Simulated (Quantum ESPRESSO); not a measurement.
# CrO2 (C2/m) in Quantum ESPRESSO: a series of runs, part 2 of 3

Quantum ESPRESSO 7.5. Earlier steps stand in the parts before.

## Step 4: Single point, LDA+U, collinear spin, ferromagnetic start

Contents of pw.in:

```
&CONTROL
  calculation = 'scf'
  prefix = 'pwscf'
  outdir = './tmp'
  pseudo_dir = './pseudo'
  tprnfor = .true.
  disk_io = 'nowf'
/
&SYSTEM
  ibrav = 0
  nat = 3
  ntyp = 2
  ecutwfc = 45
  ecutrho = 360
  nbnd = 23
  occupations = 'smearing'
  smearing = 'gaussian'
  degauss = 0.00367493
  nspin = 2
  starting_magnetization(1) = 0.1429
  starting_magnetization(2) = 0
  tot_magnetization = 2
  nosym = .true.
/
&ELECTRONS
  conv_thr = 1.2d-07
  electron_maxstep = 120
  mixing_beta = 0.3
  mixing_ndim = 12
  startingpot = 'file'
  mixing_fixed_ns = 8
/
ATOMIC_SPECIES
Cr    51.9961 cr_lda_v1.5.uspp.F.UPF
O     15.9990 o_lda_v1.2.uspp.F.UPF
CELL_PARAMETERS angstrom
   2.4554341700   -1.5052299900    0.0000000000
   2.4554341700    1.5052299900    0.0000000000
  -0.0024174100    0.0000000000    3.4626770800
ATOMIC_POSITIONS crystal
Cr     0.0000000000    0.0000000000    0.0000000000
O      0.6879000000    0.6879000000    0.2889000000
O      0.3121000000    0.3121000000    0.7111000000
K_POINTS automatic
5 5 4 1 1 1
HUBBARD {ortho-atomic}
U Cr-3d 6.0
```

Contents of start.in:

```
&CONTROL
  calculation = 'scf'
  prefix = 'pwscf'
  outdir = './tmp'
  pseudo_dir = './pseudo'
  disk_io = 'nowf'
/
&SYSTEM
  ibrav = 0
  nat = 3
  ntyp = 2
  ecutwfc = 45
  ecutrho = 360
  nbnd = 23
  occupations = 'smearing'
  smearing = 'gaussian'
  degauss = 0.00367493
  nspin = 2
  starting_magnetization(1) = 0.1429
  starting_magnetization(2) = 0
  tot_magnetization = 2
  nosym = .true.
/
&ELECTRONS
  conv_thr = 1.2d-07
  electron_maxstep = 1
  mixing_beta = 0.3
  mixing_ndim = 12
  scf_must_converge = .false.
/
ATOMIC_SPECIES
Cr    51.9961 cr_lda_v1.5.uspp.F.UPF
O     15.9990 o_lda_v1.2.uspp.F.UPF
CELL_PARAMETERS angstrom
   2.4554341700   -1.5052299900    0.0000000000
   2.4554341700    1.5052299900    0.0000000000
  -0.0024174100    0.0000000000    3.4626770800
ATOMIC_POSITIONS crystal
Cr     0.0000000000    0.0000000000    0.0000000000
O      0.6879000000    0.6879000000    0.2889000000
O      0.3121000000    0.3121000000    0.7111000000
K_POINTS automatic
5 5 4 1 1 1
HUBBARD {ortho-atomic}
U Cr-3d 6.0
```

Contents of occup.txt:

```
 0.3032 -0.1881  0.2941 -0.2345 -0.1855
-0.1881  0.2122 -0.1037  0.3345 -0.0958
 0.2941 -0.1037  0.3503 -0.0715 -0.3538
-0.2345  0.3345 -0.0715  0.5553 -0.2738
-0.1855 -0.0958 -0.3538 -0.2738  0.5789
 0.0000  0.0000  0.0000  0.0000  0.0000
 0.0000  0.0000  0.0000  0.0000  0.0000
 0.0000  0.0000  0.0000  0.0000  0.0000
 0.0000  0.0000  0.0000  0.0000  0.0000
 0.0000  0.0000  0.0000  0.0000  0.0000
 0.0000  0.0000  0.0000  0.0000  0.0000
 0.0000  0.0000  0.0000  0.0000  0.0000
 0.0000  0.0000  0.0000  0.0000  0.0000
 0.0000  0.0000  0.0000  0.0000  0.0000
 0.0000  0.0000  0.0000  0.0000  0.0000
 0.0000  0.0000  0.0000  0.0000  0.0000
 0.0000  0.0000  0.0000  0.0000  0.0000
 0.0000  0.0000  0.0000  0.0000  0.0000
 0.0000  0.0000  0.0000  0.0000  0.0000
 0.0000  0.0000  0.0000  0.0000  0.0000
 0.0000  0.0000  0.0000  0.0000  0.0000
 0.0000  0.0000  0.0000  0.0000  0.0000
 0.0000  0.0000  0.0000  0.0000  0.0000
 0.0000  0.0000  0.0000  0.0000  0.0000
 0.0000  0.0000  0.0000  0.0000  0.0000
 0.0000  0.0000  0.0000  0.0000  0.0000
 0.0000  0.0000  0.0000  0.0000  0.0000
 0.0000  0.0000  0.0000  0.0000  0.0000
 0.0000  0.0000  0.0000  0.0000  0.0000
 0.0000  0.0000  0.0000  0.0000  0.0000
```

Potentials or basis: GBRV 1.5 LDA.

Run with:

```sh
$ OMP_NUM_THREADS=1 pw.x -in start.in > start.out
$ cp occup.txt tmp/pwscf.save/occup.txt
$ OMP_NUM_THREADS=1 pw.x -in pw.in > pw.out
```

start.out:

```text
This program is part of the open-source Quantum ESPRESSO suite
     for quantum simulation of materials; please cite
[... 6 lines left out ...]
     --------------------
     sticks:   dense  smooth     PW     G-vecs:    dense   smooth      PW
     Sum         765     379    121                19979     7041    1315

     Using Slab Decomposition

     bravais-lattice index     =            0
     lattice parameter (alat)  =       5.4426  a.u.
     unit-cell volume          =     172.7308 (a.u.)^3
     number of atoms/cell      =            3
     number of atomic types    =            2
     number of electrons       =        26.00 (up:  14.00, down:  12.00)
     number of Kohn-Sham states=           23
     kinetic-energy cutoff     =      45.0000  Ry
     charge density cutoff     =     360.0000  Ry
     scf convergence threshold =      1.2E-07
     mixing beta               =       0.3000
     number of iterations used =           12  plain     mixing
     Exchange-correlation= SLA  PZ   NOGX NOGC
                           (   1   1   0   0   0   0   0)
     Hubbard projectors: ortho-atomic
     Hubbard parameters of DFT+U (Dudarev formulation) in eV:
     U(Cr-3d) =  6.0000

     Internal variables: lda_plus_u =T, lda_plus_u_kind = 0

     Internal variables: orbital_resolved =F, hub_pot_fix =F, apply_U = F

     celldm(1)=   5.442567  celldm(2)=   0.000000  celldm(3)=   0.000000
     celldm(4)=   0.000000  celldm(5)=   0.000000  celldm(6)=   0.000000

     crystal axes: (cart. coord. in units of alat)
               a(1) = (   0.852557  -0.522634   0.000000 )
               a(2) = (   0.852557   0.522634   0.000000 )
               a(3) = (  -0.000839   0.000000   1.202284 )

     reciprocal axes: (cart. coord. in units 2 pi/alat)
               b(1) = (  0.586471 -0.956692  0.000409 )
               b(2) = (  0.586471  0.956692  0.000409 )
               b(3) = ( -0.000000  0.000000  0.831750 )

     PseudoPot. # 1 for Cr read from file:
     cr_lda_v1.5.uspp.F.UPF
     Pseudo is Ultrasoft + core correction, Zval = 14.0
     Generated by new atomic code, or converted to UPF format
     Using radial grid of  857 points,  6 beta functions with:
                l(1) =   0
                l(2) =   0
                l(3) =   1
                l(4) =   1
                l(5) =   2
                l(6) =   2
     Q(r) pseudized with  8 coefficients,  rinner =    0.950   0.950   0.950
                                                       0.950   0.950

     PseudoPot. # 2 for O  read from file:
     o_lda_v1.2.uspp.F.UPF
     Pseudo is Ultrasoft + core correction, Zval =  6.0
     Generated by new atomic code, or converted to UPF format
     Using radial grid of  737 points,  5 beta functions with:
                l(1) =   0
                l(2) =   0
                l(3) =   1
                l(4) =   1
                l(5) =   2
     Q(r) pseudized with  8 coefficients,  rinner =    0.900   0.900   0.900
                                                       0.900   0.900

     atomic species   valence    mass     pseudopotential
     Cr               14.00    51.99610     Cr( 1.00)
     O                 6.00    15.99900     O ( 1.00)

     Starting magnetic structure
     atomic species   magnetization
     Cr              0.143
     O               0.000

     No symmetry found

   Cartesian axes

     site n.     atom                  positions (alat units)
         1        Cr     tau(   1) = (   0.0000000   0.0000000   0.0000000  )
         2        O      tau(   2) = (   1.1727053  -0.0000000   0.3473399  )
         3        O      tau(   3) = (   0.5315692  -0.0000000   0.8549442  )

     number of k points=    50  Gaussian smearing, width (Ry)=  0.0037
                       cart. coord. in units 2pi/alat
        k(    1) = (   0.1172942   0.0000000   0.1040507), wk =   0.0200000
        k(    2) = (   0.1172942   0.0000000   0.3119882), wk =   0.0200000
        k(    3) = (   0.1172942   0.0000000  -0.3118244), wk =   0.0200000
        k(    4) = (   0.1172942   0.0000000  -0.1038869), wk =   0.0200000
        k(    5) = (   0.2345884   0.1913384   0.1041325), wk =   0.0200000
        k(    6) = (   0.2345884   0.1913384   0.3120701), wk =   0.0200000
[... 42 lines left out ...]
        k(   49) = (  -0.5864711   0.0000000   0.1035593), wk =   0.0200000
        k(   50) = (  -0.5864711   0.0000000   0.3114969), wk =   0.0200000

     Dense  grid:    19979 G-vectors     FFT dimensions: (  36,  36,  40)

     Smooth grid:     7041 G-vectors     FFT dimensions: (  24,  24,  27)

     Check: negative core charge=   -0.000008
     Generating pointlists ...
     new r_m :   0.2622 (alat units)  1.4272 (a.u.) for type    1
     new r_m :   0.2622 (alat units)  1.4272 (a.u.) for type    2

     The initial density is read from file :

     negative rho (up, down):  2.361E-04 4.541E-03
     Number of Hubbard iterations with fixed ns =  8

     STARTING HUBBARD OCCUPATIONS:

     =================== HUBBARD OCCUPATIONS ===================
     ------------------------ ATOM    1 ------------------------
     Tr[ns(  1)] (up, down, total) =   1.99990  0.00000  1.99990
     Atomic magnetic moment for atom   1 =   1.99990
     SPIN  1
     eigenvalues:
      -0.000 -0.000  0.000  1.000  1.000
     eigenvectors (columns):
      -0.469 -0.596 -0.349  0.370 -0.408
       0.574 -0.641 -0.217 -0.000  0.461
       0.281 -0.160  0.738  0.548 -0.225
      -0.587 -0.105  0.298  0.167  0.726
      -0.161 -0.444  0.444 -0.732 -0.209
     occupation matrix ns (before diag.):
       0.303 -0.188  0.294 -0.234 -0.185
      -0.188  0.212 -0.104  0.335 -0.096
       0.294 -0.104  0.350 -0.071 -0.354
      -0.234  0.335 -0.071  0.555 -0.274
      -0.185 -0.096 -0.354 -0.274  0.579
     SPIN  2
     eigenvalues:
       0.000  0.000  0.000  0.000  0.000
     eigenvectors (columns):
       1.000  0.000  0.000  0.000  0.000
       0.000  1.000  0.000  0.000  0.000
       0.000  0.000  1.000  0.000  0.000
       0.000  0.000  0.000  1.000  0.000
       0.000  0.000  0.000  0.000  1.000
     occupation matrix ns (before diag.):
       0.000  0.000  0.000  0.000  0.000
       0.000  0.000  0.000  0.000  0.000
       0.000  0.000  0.000  0.000  0.000
       0.000  0.000  0.000  0.000  0.000
       0.000  0.000  0.000  0.000  0.000

     Number of occupied Hubbard levels =    1.9999

     Atomic wfc used for Hubbard projectors are orthogonalized

     Starting wfcs are   18 randomized atomic wfcs +    5 random wfcs

     Self-consistent Calculation

     iteration #  1     ecut=    45.00 Ry     beta= 0.30
     Davidson diagonalization with overlap
     ethr =  1.00E-05,  avg # of iterations = 10.1

     =================== HUBBARD OCCUPATIONS ===================
     ------------------------ ATOM    1 ------------------------
     Tr[ns(  1)] (up, down, total) =   4.86779  4.85000  9.71778
     Atomic magnetic moment for atom   1 =   0.01779
     SPIN  1
     eigenvalues:
       0.969  0.970  0.971  0.978  0.980
     eigenvectors (columns):
      -0.269  0.643 -0.503 -0.492 -0.138
      -0.915  0.033  0.278  0.279 -0.077
      -0.225 -0.744 -0.397 -0.348 -0.342
       0.086  0.087 -0.565  0.740 -0.344
      -0.180 -0.155 -0.439  0.103  0.860
     occupation matrix ns (before diag.):
       0.972 -0.001  0.002 -0.002 -0.001
      -0.001  0.970 -0.001  0.002 -0.001
       0.002 -0.001  0.972 -0.001 -0.003
      -0.002  0.002 -0.001  0.976 -0.002
      -0.001 -0.001 -0.003 -0.002  0.978
     SPIN  2
     eigenvalues:
       0.961  0.969  0.972  0.974  0.975
     eigenvectors (columns):
      -0.027  0.000 -0.999  0.000  0.046
      -0.859 -0.000 -0.000 -0.000 -0.511
[... 654 lines left out ...]
     total energy              =    -239.73623004 Ry
     estimated scf accuracy    <       0.00000024 Ry

     total magnetization       =     2.00 Bohr mag/cell
     absolute magnetization    =     3.81 Bohr mag/cell

     iteration # 54     ecut=    45.00 Ry     beta= 0.30
     Davidson diagonalization with overlap
     ethr =  9.36E-10,  avg # of iterations =  1.0

     negative rho (up, down):  0.000E+00 3.847E-03

     Magnetic moment per site  (integrated on atomic sphere of radius R)
     atom   1 (R=0.262)  charge= 10.4436  magn=  2.2872
     atom   2 (R=0.262)  charge=  5.0365  magn= -0.4222
     atom   3 (R=0.262)  charge=  5.0364  magn= -0.4222

     End of self-consistent calculation

     =================== HUBBARD OCCUPATIONS ===================
     ------------------------ ATOM    1 ------------------------
     Tr[ns(  1)] (up, down, total) =   3.55573  0.59400  4.14973
     Atomic magnetic moment for atom   1 =   2.96173
     SPIN  1
     eigenvalues:
       0.361  0.398  0.904  0.916  0.976
     eigenvectors (columns):
       0.001  0.045 -0.749  0.005 -0.662
      -0.001  0.801 -0.369  0.003  0.471
      -0.807 -0.001  0.004  0.590 -0.001
      -0.001  0.597  0.551 -0.005 -0.583
       0.591  0.001  0.007  0.807 -0.001
     occupation matrix ns (before diag.):
       0.935 -0.040  0.000  0.014 -0.000
      -0.040  0.595  0.000 -0.262 -0.000
       0.000  0.000  0.555 -0.000  0.264
       0.014 -0.262 -0.000  0.748  0.000
      -0.000 -0.000  0.264  0.000  0.723
     SPIN  2
     eigenvalues:
       0.041  0.070  0.071  0.174  0.238
     eigenvectors (columns):
       0.687  0.007 -0.726 -0.000 -0.030
      -0.474  0.004 -0.416 -0.000 -0.776
       0.000  0.718  0.007  0.696 -0.000
       0.551 -0.005  0.547 -0.000 -0.630
      -0.000  0.696  0.007 -0.718  0.000
     occupation matrix ns (before diag.):
       0.057  0.014 -0.000 -0.008  0.000
       0.014  0.165  0.000  0.090 -0.000
      -0.000  0.000  0.120  0.000 -0.052
      -0.008  0.090  0.000  0.128 -0.000
       0.000 -0.000 -0.052 -0.000  0.124

     Number of occupied Hubbard levels =    4.1497

     Number of k-points >= 100: set verbosity='high' to print the bands.

     the spin up/dw Fermi energies are    11.6993   12.3416 ev

!    total energy              =    -239.73623031 Ry
     estimated scf accuracy    <       0.00000011 Ry
     smearing contrib. (-TS)   =      -0.00010039 Ry
     internal energy E=F+TS    =    -239.73612992 Ry

     The total energy is F=E-TS. E is the sum of the following terms:
     one-electron contribution =     -81.21373949 Ry
     hartree contribution      =      55.87989957 Ry
     xc contribution           =     -36.62680833 Ry
     ewald contribution        =    -178.02956265 Ry
     Hubbard energy            =       0.25408098 Ry

     total magnetization       =     2.00 Bohr mag/cell
     absolute magnetization    =     3.81 Bohr mag/cell

     convergence has been achieved in  54 iterations

     negative rho (up, down):  0.000E+00 3.847E-03

     Forces acting on atoms (cartesian axes, Ry/au):

     atom    1 type  1   force =     0.00000766   -0.00000012   -0.00003584
     atom    2 type  2   force =    -0.05529291   -0.00001107   -0.08820799
     atom    3 type  2   force =     0.05528525    0.00001119    0.08824383

     Total force =     0.147246     Total SCF correction =     0.000300

=------------------------------------------------------------------------------=
   JOB DONE.
=------------------------------------------------------------------------------=
```

Run time: 2.6 min. Hardware: 1 thread of Arm Neoverse V1, shared host; peak memory 0.17 GiB.

What came out:

| Property | Result |
| --- | --- |
| Free energy | -3261.7776 eV |
| Largest force | 2.677 eV/Å |
| Net moment | 2.00 μB per cell |
| Absolute moment | 3.81 μB per cell |
| Site moments | Cr +2.29; O -0.42 μB |
| Valence electrons inside the program's atomic spheres | Cr 10.44; O 5.04 |

Forces on the atoms (eV/Å):
```
Cr   0.000  0.000 -0.001
O   -1.422  0.000 -2.268
O    1.421  0.000  2.269
```

Eigenvalues of the final occupation matrices:
```csv
site,spin,trace,eigenvalues
Cr 1 3d,1,3.56,0.36 0.40 0.90 0.92 0.98
Cr 1 3d,2,0.59,0.04 0.07 0.07 0.17 0.24
```

Caveat: the k mesh is coarse (spacing up to 0.49 Å⁻¹), so the values aren't converged; the total moment is fixed, so each spin has its own Fermi level; a cell with one magnetic atom can't hold antiferromagnetic order, which such compounds often take; forces of over 1 eV/Å show positions far from the minimum, so gaps and moduli don't describe the material at rest. The state reached can hang on the start; a lower one may exist.

[end of part 2 of 3]
